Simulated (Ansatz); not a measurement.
Ir in Ansatz: convergence with smearing width

Input of the first run (smearing width 0.3 eV); the others differ in this setting and in those tied to it:

The input input.yaml:

```yaml
crystal:
  lattice:
    - [2.7513778946, 0.0, 0.0]
    - [-1.3756889473, 2.3827631521, 0.0]
    - [0.0, 0.0, 4.46229]
  atoms:
    - { symbol: Ir, position: [0.3333333333, 0.6666666667, 0.25] }
    - { symbol: Ir, position: [0.6666666667, 0.3333333333, 0.75] }
hamiltonian:
  xc: pbe
  pseudopotentials: { kind: paw_fr }
magnetization:
  noncollinear: true
  spin_orbit: true
kpoints:
  mp_grid: { grid: [9, 9, 5] }
scf:
  occupations: { method: gaussian, width: 0.3 }
output:
  forces: true
  stress: true
  eigenvalues: true
```

Potentials or basis: Ansatz PAW.

Launch:

```bash
$ ansatz run input.yaml --threads 2 --pin off --max-ram 5632MiB --backend cpu --events-out ev --progress --plain --runs-dir out
```

This isn't the form of Ir at room conditions, which is fcc.

Hardware: 2 threads of Arm Neoverse V2, on a shared host.

Q: The values tried are 0.3 eV, 0.2 eV, 0.15 eV, 0.1 eV, 0.05 eV, 0.025 eV, 0.01 eV, 0.005 eV, loosest first. From which on does the energy stay within 1 meV/atom of the tightest run that finished?

A: From 0.2 eV on.

```csv
smearing width,"energy less the tightest run, at zero smearing (meV/atom)",pressure (GPa),SCF cycles,CPU time (s),peak memory (GiB)
0.3 eV,-1.76,-0.36,7,4.6,0.38
0.2 eV,-0.88,-0.62,7,4.6,0.38
0.15 eV,-0.30,-0.71,7,4.7,0.38
0.1 eV,0.02,-0.79,7,4.6,0.38
0.05 eV,0.00,-0.86,7,4.7,0.38
0.025 eV,-0.05,-0.88,6,4.7,0.37
0.01 eV,-0.01,-0.88,6,4.2,0.37
0.005 eV,0.00,-0.88,6,4.2,0.37
```

Against the tightest run, the pressure stays within 0.1 GPa from 0.1 eV on. Narrower smearing needs a denser k mesh, so at a fixed mesh the narrowest width isn't the most accurate. The tightest run that finished is the yardstick and may itself not be fully converged.
